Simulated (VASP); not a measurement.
# Ag in VASP: work function with PBE+D3(BJ)

Aim: the work function of Ag with PBE+D3(BJ).

Everything below comes from runs of VASP 6.6.1. Logs are shortened: lines on timing, memory, paths and dates and some standing lists are left out, and cuts for length are marked.

### 1 The structure

The cell holds a slab with vacuum, 4 atoms: a = 2.905 Å, b = 2.905 Å, c = 29.618 Å, α = 90.00°, β = 90.00°, γ = 120.00°.

The cell was built by a generator and needn't be a form met in nature.

### 2 Work function, PBE+D3(BJ)

File INCAR:

```
PREC = Accurate
ENCUT = 520
EDIFF = 1E-6
ISMEAR = 1
SIGMA = 0.1
LREAL = False
LASPH = True
NELM = 80
ALGO = Fast
ISIF = 2
LWAVE = False
LCHARG = True
LDIPOL = True
IDIPOL = 3
DIPOL = 0.5 0.5 0.500
GGA = PE
IVDW = 12
LELF = True
LVHAR = True
LVACPOTAV = True
```

File KPOINTS:

```
regular mesh
0
Gamma
  13 13 1
```

File POSCAR:

```
Ag                                      
1.0
    1.4523382500      2.5155236700      0.0000000000
   -2.9046765000      0.0000000000      0.0000000000
    0.0000000000      0.0000000000     29.6179631100
  Ag            
     4
Direct
     0.6666669999999968    0.3333330000000032    0.3813025547535570
     0.3333340000000007    0.6666659999999993    0.4604839294071995
     0.0000000000000000    0.0000000000000000    0.5395160705928005
     0.6666669999999968    0.3333330000000032    0.6186974452464430
```

Potentials or basis: VASP PAW PBE potentials, release 64 (Ag).

Run with:

```console
> cat potpaw_PBE.64/Ag/POTCAR > POTCAR
> mpirun -np 1 vasp_std > vasp.out
```

OUTCAR:

```text
PREC = Accurate
   ENCUT = 520
   EDIFF = 1E-6
   ISMEAR = 1
   LREAL = False
   LASPH = True
   NELM = 80
   ISIF = 2
   GGA = PE
   IVDW = 12
 IVDW          = 12

 ion  position               nearest neighbor table
   1  0.667  0.333  0.381-   2 2.88   2 2.88   2 2.88
   2  0.333  0.667  0.460-   3 2.88   3 2.88   3 2.88   1 2.88   1 2.88   1 2.88
   3  0.000  0.000  0.540-   2 2.88   2 2.88   2 2.88   4 2.88   4 2.88   4 2.88
   4  0.667  0.333  0.619-   3 2.88   3 2.88   3 2.88

  LATTYP: Found a hexagonal cell.
 ALAT       =     2.9046765270
 C/A-ratio  =    10.1966476591

  Lattice vectors:

 A1 = (   1.4523382500,   2.5155236700,   0.0000000000)
 A2 = (  -2.9046765000,   0.0000000000,   0.0000000000)
 A3 = (   0.0000000000,   0.0000000000,  29.6179631100)

Analysis of symmetry for initial positions (statically):
=====================================================================
 Subroutine PRICEL returns:
 Original cell was already a primitive cell.

 Routine SETGRP: Setting up the symmetry group for a
 hexagonal supercell.

 Subroutine GETGRP returns: Found 12 space group operations
 (whereof  6 operations were pure point group operations)
 out of a pool of 24 trial point group operations.

The static configuration has the point symmetry C_3v.
 The point group associated with its full space group is D_3d.

Analysis of symmetry for dynamics (positions and initial velocities):
=====================================================================
 Subroutine PRICEL returns:
 Original cell was already a primitive cell.

 Routine SETGRP: Setting up the symmetry group for a
 hexagonal supercell.

 Subroutine GETGRP returns: Found 12 space group operations
 (whereof  6 operations were pure point group operations)
 out of a pool of 24 trial point group operations.

The dynamic configuration has the point symmetry C_3v.
 The point group associated with its full space group is D_3d.

 Subroutine INISYM returns: Found 12 space group operations
 (whereof  6 operations are pure point group operations),
 and found     1 'primitive' translations

----------------------------------------------------------------------------------------

                                     Primitive cell

  volume of cell :     216.4120

  direct lattice vectors                    reciprocal lattice vectors
     1.452338250  2.515523670  0.000000000     0.000000000  0.397531541  0.000000000
    -2.904676500  0.000000000  0.000000000    -0.344272417  0.198765770  0.000000000
     0.000000000  0.000000000 29.617963110     0.000000000  0.000000000  0.033763294

  length of vectors
     2.904676527  2.904676500 29.617963110     0.397531541  0.397531544  0.033763294

  position of ions in fractional coordinates (direct lattice)
     0.666667000  0.333333000  0.381302555
     0.333334000  0.666666000  0.460483929
     0.000000000  0.000000000  0.539516071
     0.666667000  0.333333000  0.618697445

  ion indices of the primitive-cell ions
   primitive index   ion index
                 1           1
                 2           2
                 3           3
                 4           4

----------------------------------------------------------------------------------------

 KPOINTS: regular mesh

Automatic generation of k-mesh.
 Grid dimensions read from file:
 generate k-points for:   13   13    1

 Generating k-lattice:

  Cartesian coordinates                     Fractional coordinates (reciprocal lattice)
     0.000000000  0.030579349  0.000000000     0.076923077  0.000000000  0.000000000
    -0.026482494  0.015289675  0.000000000     0.000000000  0.076923077  0.000000000
     0.000000000  0.000000000  0.033763294     0.000000000  0.000000000  1.000000000

  Length of vectors
     0.030579349  0.030579350  0.033763294

  Shift w.r.t. Gamma in fractional coordinates (k-lattice)
     0.000000000  0.000000000  0.000000000

 Subroutine IBZKPT returns following result:
 ===========================================

 Found     21 irreducible k-points:

 Following reciprocal coordinates:
            Coordinates               Weight
  0.000000  0.000000  0.000000      1.000000
  0.076923  0.000000  0.000000      6.000000
  0.153846  0.000000  0.000000      6.000000
  0.230769  0.000000  0.000000      6.000000
  0.307692  0.000000  0.000000      6.000000
  0.384615  0.000000  0.000000      6.000000
[... 13 lines left out ...]
  0.384615  0.230769  0.000000      6.000000
  0.307692  0.307692  0.000000      6.000000
   k-points           NKPTS =     21   k-points in BZ     NKDIM =     21   number of bands    NBANDS=     26
   number of dos      NEDOS =    301   number of ions     NIONS =      4
   total plane-waves  NPLWV = 129024
   dimension x,y,z NGX =    24 NGY =   24 NGZ =  224
   dimension x,y,z NGXF=    48 NGYF=   48 NGZF=  448
   ions per type =               4
   NGX,Y,Z   is equivalent  to a cutoff of  13.74, 13.74, 12.57 a.u.
   NGXF,Y,Z  is equivalent  to a cutoff of  27.47, 27.47, 25.15 a.u.
 SYSTEM =  unknown system
   PREC   = accura    normal or accurate (medium, high low for compatibility)
   ISTART =      0    job   : 0-new  1-cont  2-samecut
   ICHARG =      2    charge: 1-file 2-atom 10-const
   ISPIN  =      1    spin polarized calculation?
   LNONCOLLINEAR =      F non collinear calculations
   LSORBIT =      F    spin-orbit coupling
   LASPH  =      T    aspherical Exc in radial PAW
   ENCUT  =  520.0 eV  38.22 Ry    6.18 a.u.   5.40  5.40 55.07*2*pi/ulx,y,z
   NELM   =     80;   NELMIN=  2; NELMDL= -5     # of ELM steps
   EDIFF  = 0.1E-05   stopping-criterion for ELM
   LREAL  =      F    real-space projection
   EDIFFG = 0.1E-04   stopping-criterion for IOM
   NSW    =      0    number of steps for IOM
   IBRION =     -1    ionic relax: 0-MD 1-quasi-New 2-CG
   NFREE  =      0    steps in history (QN), initial steepest desc. (CG)
   ISIF   =      2    stress and relaxation
   ISYM   =      2    0-nonsym 1-usesym 2-fastsym
   POTIM  = 0.5000    time-step for ionic-motion
   TEBEG  =    0.0;   TEEND  =   0.0 temperature during run
   PSTRESS=    0.0 pullay stress
   NELECT =      44.0000    total number of electrons
   NUPDOWN=      -1.0000    fix difference up-down
   EMIN   =  10.00;   EMAX   =-10.00  energy-range for DOS
   EFERMI =   0.00;   METHOD = LEGACY
   ISMEAR =     1;   SIGMA  =   0.10  broadening in eV -4-tet -1-fermi 0-gaus
   EFERMI_NEDOS =   21; number of points for ismear=-14 and -15
   IALGO  =     68    algorithm
   IMIX   =      4    mixing-type and parameters
     AMIX     =   0.40;   BMIX     =  1.00
     AMIX_MAG =   1.60;   BMIX_MAG =  1.00
  volume/ion in A,a.u.               =      54.10       365.11
  Fermi-wavevector in a.u.,A,eV,Ry     =   0.962643  1.819132 12.608268  0.926682
  Thomas-Fermi vector in A             =   2.092120
   LORBIT       =      0    0 simple, 1 ext, 2 COOP (PROOUT), +10 PAW based schemes
   GGA     = PE    functional components
   LHFCALC =     F    Hartree Fock is set to
   AEXX    =    0.0000 exact exchange contribution
   IVDW    =    12    specifies the selected vdW correction
   LEPSILON=     F    determine dielectric tensor
   LRPA    =     F    only Hartree local field effects (RPA)
 non-spin polarized calculation
 RMM-DIIS sequential band-by-band and
 Methfessel and Paxton  Order N= 1 SIGMA  =   0.10
  energy-cutoff  :      520.00
  volume of cell :      216.41
 maximum number of plane-waves:      5955
 NGX is ok and might be reduce to    24
   NGX = 11   NGY = 11   NGZ =111

 dipolmoment           0.000000      0.000000     -0.000000 electrons x Angstroem

 number of electron      44.0000004 magnetization

 dipolmoment           0.000000      0.000000      0.000000 electrons x Angstroem

 Free energy of the ion-electron system (eV)
  ---------------------------------------------------
  ext. energy  EPLUGINS =         0.00000000
  ---------------------------------------------------
  free energy    TOTEN  =       -10.17427014 eV

  energy without entropy =      -10.17411357  energy(sigma->0) =      -10.17421795

 E-fermi :  -0.4636     XC(G=0):  -4.4473

 val. band max:       -0.5059554284   @ k =   0.1538   0.0000   0.0000
 cond. band min:      -0.3828125690   @ k =   0.3077   0.0769   0.0000
 fundamental gap:      0.1231428594
 Fermi energy:        -0.4635573609

 k-point     1 :       0.0000    0.0000    0.0000
  band No.  band energies     occupation
      1      -7.7953      2.00000
      2      -6.8875      2.00000
      3      -6.5669      2.00000
      4      -6.3929      2.00000
      5      -5.2094      2.00000
      6      -5.2094      2.00000
[... 18 lines left out ...]
     25      -0.0813     -0.00000
     26       3.6724      0.00000

 k-point     2 :       0.0769    0.0000    0.0000
  band No.  band energies     occupation
      1      -7.6373      2.00000
      2      -6.7528      2.00000
      3      -6.4520      2.00000
      4      -6.2768      2.00000
      5      -5.2986      2.00000
      6      -5.2608      2.00000
[... 18 lines left out ...]
     25       0.2509     -0.00000
     26       3.7929      0.00000

 k-point     3 :       0.1538    0.0000    0.0000
  band No.  band energies     occupation
      1      -7.2027      2.00000
      2      -6.4320      2.00000
      3      -6.1651      2.00000
      4      -6.0039      2.00000
      5      -5.5049      2.00000
      6      -5.3610      2.00000
[... 485 lines left out ...]
 k-point    20 :       0.3846    0.2308    0.0000
  band No.  band energies     occupation
      1      -6.2764      2.00000
      2      -6.0888      2.00000
      3      -6.0036      2.00000
      4      -5.7545      2.00000
      5      -5.7452      2.00000
      6      -5.5428      2.00000
[... 18 lines left out ...]
     25       4.2502      0.00000
     26       4.8585      0.00000

 k-point    21 :       0.3077    0.3077    0.0000
  band No.  band energies     occupation
      1      -6.1141      2.00000
      2      -6.0488      2.00000
      3      -5.8970      2.00000
      4      -5.7131      2.00000
      5      -5.6473      2.00000
      6      -5.4627      2.00000
[... 18 lines left out ...]
     25       4.0474      0.00000
     26       4.7695      0.00000

------------------------ aborting loop because EDIFF is reached ----------------------------------------

 Edisp (eV)   -1.78020

 E8    (eV) :    -0.8055

  FORCE on cell =-STRESS in cart. coord.  units (eV):
  Direction    XX          YY          ZZ          XY          YZ          ZX
  --------------------------------------------------------------------------------------
  -------------------------------------------------------------------------------------
  Total      -1.49318    -1.49318    -0.04051     0.00000     0.00000     0.00000
  in kB     -11.05453   -11.05453    -0.29989     0.00000     0.00000     0.00000
  external pressure =       -7.47 kB  Pullay stress =        0.00 kB

 VOLUME and BASIS-vectors are now :
 -----------------------------------------------------------------------------
  energy-cutoff  :      520.00
  volume of cell :      216.41
      direct lattice vectors                 reciprocal lattice vectors
     1.452338250  2.515523670  0.000000000     0.000000000  0.397531541  0.000000000
    -2.904676500  0.000000000  0.000000000    -0.344272417  0.198765770  0.000000000
     0.000000000  0.000000000 29.617963110     0.000000000  0.000000000  0.033763294

 POSITION                                       TOTAL-FORCE (eV/Angst)
 -----------------------------------------------------------------------------------
      0.00000      1.67702     11.29341         0.000000     -0.000000      0.002211
     -1.45234      0.83851     13.63860         0.000000     -0.000000     -0.006557
      0.00000      0.00000     15.97937        -0.000000     -0.000000      0.006557
      0.00000      1.67702     18.32456        -0.000000      0.000000     -0.002211
 -----------------------------------------------------------------------------------
    total drift:                               -0.001591     -0.000919      0.000104

  FREE ENERGIE OF THE ION-ELECTRON SYSTEM (eV)
  ---------------------------------------------------
  free  energy   TOTEN  =       -11.9544718532 eV

  energy  without entropy=      -11.9543152779  energy(sigma->0) =      -11.95441966

 vacuum level on the upper side and lower side of the slab         4.099         4.099
```

Wall time 3.3 min (1 thread of AMD EPYC 7R13 (Zen 3), shared host); peak memory 0.36 GiB.

Results:

```
Free energy                     : -11.9545 eV
Largest force                   : 0.007 eV/Å
Band gap on the k mesh          : none (metal or under the smearing width)
Dispersion energy per atom      : -0.445 eV
Work function of the upper face : 4.56 eV
Work function of the lower face : 4.56 eV
```

Forces in eV/Å, atoms in the order of the input:
```
Ag   0.000  0.000  0.002
Ag   0.000  0.000 -0.007
Ag   0.000  0.000  0.007
Ag   0.000  0.000 -0.002
```

Levels at points of the mesh, in eV from the Fermi level:
```tsv
k point	band 18	band 19	band 20	band 21	band 22	band 23	band 24	band 25	band 26
(0.00, 0.00, 0.00)	-3.56	-3.26	-3.17	-3.17	-2.97	-2.97	-0.84	0.38	4.14
```
